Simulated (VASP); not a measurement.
The system is Li2S.

```xyz
3
Lattice="0.0000 2.8352 2.8352 2.8352 0.0000 2.8352 2.8352 2.8352 0.0000" Properties=species:S:1:pos:R:3 pbc="T T T"
Li    4.2528    4.2528    4.2528
Li    1.4176    1.4176    1.4176
S     0.0000    0.0000    0.0000
```

The cell comes from a database or a generator and needn't be the stable form of this composition.

* Program: VASP 6.6.1
* Task: relaxation of cell and atoms
* Functional: LDA
* Potentials or basis: VASP PAW LDA potentials, release 64 (Li_sv, S)
* Cutoff: 600 eV
* k mesh: 8 × 8 × 8
* Occupations: gaussian, width 0.02 eV
* Spin: no spin polarisation

At the start: pressure -2.4 GPa; volume 15.19 Å³/atom.

**Question.** How do energy, volume and symmetry change on relaxing?

**Answer.** Over 3 steps the energy falls by 6.6 meV/atom and the volume is 14.35 Å³/atom (-5.5 %); space group Fm-3m (No. 225, to 0.05 Å).

Step by step:
```csv
step,energy change (eV),largest force (eV/Å),pressure (GPa),volume (Å³)
1,0.0000,0.0000,-2.38,45.58
2,-0.0161,0.0000,-1.10,44.11
3,-0.0199,0.0000,-0.05,43.05
```

Final structure:
```
Li S
1.0
     0.00000    2.78182    2.78182
     2.78182    0.00000    2.78182
     2.78182    2.78182    0.00000
Li S
2 1
Direct
  0.75000 0.75000 0.75000
  0.25000 0.25000 0.25000
  0.00000 0.00000 0.00000
```

Caveat: the cutoff is under 1.25 times the usual one of these potentials, so pressure, stress and relaxed cells hold a basis-set (Pulay) error.
